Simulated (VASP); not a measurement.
# GaN: input slips in a phonon run and what they do

Aim: see how common mistakes in a phonon run show up, on GaN. The starting structure is a measured crystal structure from the Crystallography Open Database.

Calculated with VASP 6.6.1; Kohn-Sham DFT with plane waves and PAW; LDA.

### Step 1. The starting structure

It takes space group P6_3mc (No. 186, hexagonal). Conventional cell: a = 3.197 Å, b = 3.197 Å, c = 5.207 Å, α = 90.00°, β = 90.00°, γ = 120.00°. Ga has 4 N at 1.95 to 1.97 Å nearest. Nearest to N lie 4 Ga at 1.95 to 1.97 Å. Farther neighbours and most contacts between anions are not listed.

Coordinates:

```xyz
4
Lattice="3.1972 0.0000 0.0000 -1.5986 2.7689 0.0000 0.0000 0.0000 5.2070" Properties=species:S:1:pos:R:3 pbc="T T T"
Ga    0.0000    1.8459    0.4749
Ga    1.5986    0.9230    3.0784
N     0.0000    1.8459    2.4410
N     1.5986    0.9230    5.0445
```

### Step 2. Reference modes

The cell comes from a relaxation at this level, not shown (44.45 Å³).

File INCAR:

```
SYSTEM = GaN
PREC = Accurate
ENCUT = 520
EDIFF = 1E-08
NELM = 100
ISMEAR = 0
SIGMA = 0.03
LREAL = .FALSE.
ALGO = Normal
GGA = CA
NBANDS = 24
LORBIT = 11
LWAVE = .FALSE.
LCHARG = .FALSE.
KPAR = 8
IBRION = 8
LEPSILON = .TRUE.
LPEAD = .TRUE.
ISIF = 2
```

File POSCAR:

```
GaN
1.0
    3.1576066445      0.0000000000      0.0000000000
   -1.5788033222      2.7345675693      0.0000000000
    0.0000000000      0.0000000000      5.1476666732
Ga N
2 2
Direct
    0.3333333333      0.6666666667      0.0917883034
    0.6666666667      0.3333333333      0.5917883034
    0.3333333333      0.6666666667      0.4682116966
    0.6666666667      0.3333333333      0.9682116966
```

File KPOINTS:

```
Automatic mesh
0
Gamma
12 12 6
0 0 0
```

Potentials, in the order of the species: Ga_d and N (LDA family, release 64).

Started as:

```bash
mpirun -np 8 vasp_std
```

The program printed:

```text
[banner, memory and clock lines left out]
running    8 mpi-ranks, on    1 nodes
 distrk:  each k-point on    1 cores,    8 groups
 distr:  one band on    1 cores,    1 groups

 POSCAR found type information on POSCAR GaN
 POSCAR found :  2 types and       4 ions
|                                                                             |
|           W    W    AA    RRRRR   N    N  II  N    N   GGGG   !!!           |
|           W    W   A  A   R    R  NN   N  II  NN   N  G    G  !!!           |
|           W    W  A    A  R    R  N N  N  II  N N  N  G       !!!           |
|           W WW W  AAAAAA  RRRRR   N  N N  II  N  N N  G  GGG   !            |
|           WW  WW  A    A  R   R   N   NN  II  N   NN  G    G                |
|           W    W  A    A  R    R  N    N  II  N    N   GGGG   !!!           |
|                                                                             |
|     For optimal performance we recommend to set                             |
|       NCORE = 2 up to number-of-cores-per-socket                            |
|     NCORE specifies how many cores store one orbital (NPAR=cpu/NCORE).      |
|     This setting can greatly improve the performance of VASP for DFT.       |
|     The default, NCORE=1 might be grossly inefficient on modern             |
|     multi-core architectures or massively parallel machines. Do your        |
|     Unfortunately you need to use the default for GW and RPA                |
|     calculations (for HF NCORE is supported but not extensively tested      |
|     yet).                                                                   |
|                                                                             |

 LDA part: xc-table for (Slater(with rela. corr.)+CA(PZ))
 , standard interpolation
 POSCAR, INCAR and KPOINTS ok, starting setup
 FFT: planning ... GRIDC
 FFT: planning ... GRID_SOFT
 FFT: planning ... GRID
 WAVECAR not read
 entering main loop
       N       E                     dE             d eps       ncg     rms          rms(c)
DAV:   1     0.272704147550E+03    0.27270E+03   -0.18145E+04  3880   0.281E+03
DAV:   2     0.714011793112E+00   -0.27199E+03   -0.26017E+03  4064   0.521E+02
DAV:   3    -0.311501826374E+02   -0.31864E+02   -0.31612E+02  4416   0.143E+02
DAV:   4    -0.320408945640E+02   -0.89071E+00   -0.88898E+00  4320   0.267E+01
DAV:   5    -0.320588529790E+02   -0.17958E-01   -0.17950E-01  4480   0.341E+00    0.108E+01
DAV:   6    -0.279338568088E+02    0.41250E+01   -0.12821E+01  6248   0.549E+01    0.314E+00
DAV:   7    -0.279714356608E+02   -0.37579E-01   -0.13860E+00  3952   0.899E+00    0.259E+00
DAV:   8    -0.279336830022E+02    0.37753E-01   -0.28322E-01  6200   0.622E+00    0.113E+00
DAV:   9    -0.279102895499E+02    0.23393E-01   -0.86252E-02  6128   0.468E+00    0.326E-01
DAV:  10    -0.279110929103E+02   -0.80336E-03   -0.55482E-03  4072   0.604E-01    0.133E-01
DAV:  11    -0.279108248200E+02    0.26809E-03   -0.14299E-03  5840   0.689E-01    0.439E-02
DAV:  12    -0.279108401516E+02   -0.15332E-04   -0.15161E-04  3896   0.811E-02    0.550E-02
DAV:  13    -0.279108526898E+02   -0.12538E-04   -0.86717E-06  6112   0.220E-02    0.724E-02
DAV:  14    -0.279108449891E+02    0.77006E-05   -0.23388E-06  5856   0.303E-02    0.625E-02
DAV:  15    -0.279108391375E+02    0.58516E-05   -0.21463E-06  5688   0.121E-02    0.535E-02
DAV:  16    -0.279108332931E+02    0.58444E-05   -0.29400E-06  6104   0.160E-02    0.409E-02
DAV:  17    -0.279108264575E+02    0.68355E-05   -0.77688E-06  6240   0.310E-02    0.221E-02
DAV:  18    -0.279108244617E+02    0.19959E-05   -0.51273E-06  5920   0.205E-02    0.703E-03
DAV:  19    -0.279108242633E+02    0.19839E-06   -0.60164E-07  5664   0.624E-03    0.355E-03
DAV:  20    -0.279108241942E+02    0.69113E-07   -0.26015E-07  6112   0.496E-03    0.714E-04
DAV:  21    -0.279108241999E+02   -0.57826E-08   -0.49577E-08  4712   0.185E-03
   1 F= -.27910824E+02 E0= -.27910824E+02  d E =-.279100E-17
 Linear response reoptimize wavefunctions to high precision
DAV:   1    -0.279108242032E+02   -0.32469E-08   -0.40467E-09  2976   0.483E-04
DAV:   2    -0.279108242032E+02    0.90949E-11   -0.10674E-10  1928   0.834E-05
 Linear response to external field (no local field effect), progress :
  Direction:   1
       N       E                     dE             d eps       ncg     rms          rms(c)
RMM:   1    -0.868583138620E-01   -0.86858E-01    0.27597E+00  3069   0.908E+00
RMM:   2    -0.473173774842E+00   -0.38632E+00   -0.22913E-01  4347   0.226E+00
RMM:   3    -0.490667056426E+00   -0.17493E-01   -0.43723E-02  4785   0.656E-01
RMM:   4    -0.491432296098E+00   -0.76524E-03   -0.27243E-03  4847   0.177E-01
RMM:   5    -0.491514629146E+00   -0.82333E-04   -0.23294E-04  4869   0.474E-02
RMM:   6    -0.491519984240E+00   -0.53551E-05   -0.21830E-05  4904   0.148E-02
RMM:   7    -0.491520758972E+00   -0.77473E-06   -0.17264E-06  4902   0.438E-03
RMM:   8    -0.491520794144E+00   -0.35171E-07   -0.73601E-08  4542   0.138E-03
RMM:   9    -0.491520799097E+00   -0.49530E-08    0.21202E-08  3682   0.475E-04
 change of polarisation eV/A/(eV/A) component  1 :     0.983    -0.401    -0.127
 dielectric tensor                  component  1 :     5.002    -1.631    -0.516
 Linear response to external field (no local field effect), progress :
  Direction:   2
[...]
RMM:  11    -0.161563373984E+00   -0.40509E-08   -0.11787E-06 45623   0.379E-04    0.291E-06
RMM:  12    -0.161563232555E+00    0.14143E-06   -0.42237E-07 45160   0.218E-04    0.233E-06
RMM:  13    -0.161563440025E+00   -0.20747E-06   -0.57877E-07 44685   0.132E-04    0.113E-06
RMM:  14    -0.161563250287E+00    0.18974E-06   -0.25322E-07 43618   0.821E-05    0.821E-07
RMM:  15    -0.161563105119E+00    0.14517E-06   -0.19299E-07 36168   0.527E-05    0.835E-07
RMM:  16    -0.161563177790E+00   -0.72671E-07   -0.91660E-08 27435   0.350E-05    0.104E-06
RMM:  17    -0.161563188091E+00   -0.10301E-07   -0.72709E-08 25881   0.242E-05    0.928E-07
 first order change of Fermi-energy   0.31875E-06
 force on displaced ion       1 direction 1 : -13.984  -0.000  -0.000
 Born effective charge ion    1 direction 1 :   2.580   0.000   0.000
 Linear response progress:
  Degree of freedom:   2/  4
       N       E                     dE             d eps       ncg     rms          rms(c)
RMM:   1    -0.179705118901E+00   -0.17971E+00    0.29096E-01  6465   0.839E+00
RMM:   2    -0.174400920702E+00    0.53042E-02   -0.43849E-02  8910   0.164E+00    0.914E-02
RMM:   3    -0.174616495826E+00   -0.21558E-03   -0.29007E-03  9505   0.420E-01    0.434E-02
RMM:   4    -0.174321957963E+00    0.29454E-03   -0.45949E-04  9719   0.133E-01    0.220E-02
RMM:   5    -0.174111731521E+00    0.21023E-03   -0.30625E-05  9698   0.598E-02    0.463E-03
RMM:   6    -0.174114350323E+00   -0.26188E-05    0.27006E-05  9453   0.204E-02    0.267E-03
RMM:   7    -0.174122309122E+00   -0.79588E-05    0.18329E-05  9991   0.748E-03    0.730E-04
RMM:   8    -0.174124888164E+00   -0.25790E-05    0.14348E-05  9418   0.315E-03    0.125E-04
RMM:   9    -0.174125619153E+00   -0.73099E-06    0.98024E-06 10414   0.134E-03    0.580E-05
RMM:  10    -0.174126979523E+00   -0.13604E-05   -0.44471E-06  9730   0.527E-04    0.177E-05
RMM:  11    -0.174126057409E+00    0.92211E-06    0.52836E-06 10098   0.269E-04    0.611E-06
RMM:  12    -0.174126250006E+00   -0.19260E-06    0.29956E-06  9641   0.146E-04    0.241E-06
RMM:  13    -0.174126057346E+00    0.19266E-06    0.41195E-06 10115   0.849E-05    0.123E-06
RMM:  14    -0.174126307523E+00   -0.25018E-06    0.81234E-07 10031   0.514E-05    0.471E-07
RMM:  15    -0.174126225074E+00    0.82449E-07    0.14809E-06  9117   0.330E-05    0.369E-07
RMM:  16    -0.174126364433E+00   -0.13936E-06    0.12714E-06  7751   0.228E-05    0.220E-07
RMM:  17    -0.174126372153E+00   -0.77199E-08    0.98047E-07  5854   0.168E-05    0.335E-07
RMM:  18    -0.174126302767E+00    0.69387E-07    0.82225E-07  5852   0.132E-05    0.708E-07
RMM:  19    -0.174126457397E+00   -0.15463E-06    0.66987E-07  6038   0.110E-05    0.563E-07
RMM:  20    -0.174126286711E+00    0.17069E-06    0.57542E-07  5040   0.926E-06    0.605E-07
RMM:  21    -0.174126401695E+00   -0.11498E-06    0.46063E-07  5037   0.821E-06    0.626E-07
 first order change of Fermi-energy   0.29314E+00
 force on displaced ion       1 direction 3 :   0.000   0.000 -20.932
 Born effective charge ion    1 direction 3 :   0.000   0.000   2.717
 Linear response progress:
  Degree of freedom:   3/  4
       N       E                     dE             d eps       ncg     rms          rms(c)
RMM:   1    -0.237650223696E+00   -0.23765E+00    0.86655E-02 50248   0.342E+00
RMM:   2    -0.227568468598E+00    0.10082E-01   -0.14225E-02 35392   0.105E+00    0.140E-01
RMM:   3    -0.228829309635E+00   -0.12608E-02   -0.18476E-03 40929   0.304E-01    0.704E-02
RMM:   4    -0.230117528922E+00   -0.12882E-02   -0.52693E-04 40059   0.138E-01    0.162E-02
RMM:   5    -0.230103221694E+00    0.14307E-04   -0.19219E-05 40989   0.310E-02    0.805E-03
RMM:   6    -0.230073925265E+00    0.29296E-04   -0.22310E-06 40996   0.109E-02    0.112E-03
RMM:   7    -0.230077989360E+00   -0.40641E-05   -0.18400E-07 42171   0.262E-03    0.738E-04
RMM:   8    -0.230077471472E+00    0.51789E-06   -0.59613E-08 40710   0.844E-04    0.741E-05
RMM:   9    -0.230077364156E+00    0.10732E-06    0.91068E-10 43075   0.262E-04    0.343E-05
RMM:  10    -0.230077062924E+00    0.30123E-06    0.30245E-08 42762   0.830E-05    0.322E-06
RMM:  11    -0.230077215124E+00   -0.15220E-06   -0.97840E-09 43508   0.320E-05    0.122E-06
RMM:  12    -0.230077039074E+00    0.17605E-06   -0.52097E-09 42123   0.146E-05    0.445E-07
RMM:  13    -0.230077224504E+00   -0.18543E-06   -0.21645E-09 35540   0.843E-06    0.222E-07
RMM:  14    -0.230077155538E+00    0.68966E-07   -0.56890E-10 28316   0.626E-06    0.299E-08
 first order change of Fermi-energy  -0.16715E-04
 force on displaced ion       3 direction 1 : -14.182   0.000   0.000
 Born effective charge ion    3 direction 1 :  -2.581   0.000  -0.000
 Linear response progress:
  Degree of freedom:   4/  4
       N       E                     dE             d eps       ncg     rms          rms(c)
RMM:   1    -0.249389791137E+00   -0.24939E+00    0.15186E-01 12394   0.342E+00
RMM:   2    -0.242960796899E+00    0.64290E-02   -0.15696E-02  8048   0.113E+00    0.142E-01
RMM:   3    -0.243611779193E+00   -0.65098E-03   -0.30814E-03  8569   0.412E-01    0.667E-02
RMM:   4    -0.244493968848E+00   -0.88219E-03   -0.58035E-04  9236   0.173E-01    0.185E-02
RMM:   5    -0.244621977693E+00   -0.12801E-03   -0.49709E-05  9124   0.463E-02    0.789E-03
RMM:   6    -0.244673677947E+00   -0.51700E-04    0.12928E-05  9457   0.161E-02    0.185E-03
RMM:   7    -0.244675751297E+00   -0.20733E-05   -0.13654E-06  8696   0.639E-03    0.737E-04
RMM:   8    -0.244671076406E+00    0.46749E-05    0.47772E-07  9292   0.219E-03    0.245E-04
RMM:   9    -0.244671439584E+00   -0.36318E-06   -0.62914E-07  9248   0.765E-04    0.759E-05
RMM:  10    -0.244671246313E+00    0.19327E-06    0.23514E-07  9786   0.238E-04    0.127E-05
RMM:  11    -0.244671264625E+00   -0.18312E-07   -0.84002E-08  9810   0.731E-05    0.357E-06
RMM:  12    -0.244671338995E+00   -0.74370E-07    0.76457E-08  9443   0.316E-05    0.158E-06
RMM:  13    -0.244671318067E+00    0.20927E-07   -0.37460E-08  9267   0.176E-05    0.503E-07
RMM:  14    -0.244671242826E+00    0.75241E-07    0.79617E-09  9068   0.987E-06    0.198E-07
RMM:  15    -0.244671275572E+00   -0.32746E-07   -0.14245E-08  7259   0.690E-06    0.758E-08
 first order change of Fermi-energy   0.18577E+00
 force on displaced ion       3 direction 3 :  -0.000   0.000 -18.736
 Born effective charge ion    3 direction 3 :   0.000   0.000  -2.716
 Born effective charges drift removed
 Linear response finished
```

It took 9.6 min on 8 MPI ranks of AMD EPYC 7R43, shared host; peak memory 8.3 GiB; 75 min of CPU time.

Lines that name or quote the potential files are left out of all logs, and their timing lines are given in words.

(Continued in part 2 of 3.)

[Lines on the potential files, build, host, timing and source positions are cut from VASP's logs without a mark.]

[Logs are printed without paths, hosts, clocks, repeated set-up lines and the standing remarks that a program may print on its own settings, such as how far it seeks lower states.]

[Hosts, paths, dates, database ids (printed as entryN), source tags and the programs' standing remarks are cut or masked in the printed files.]
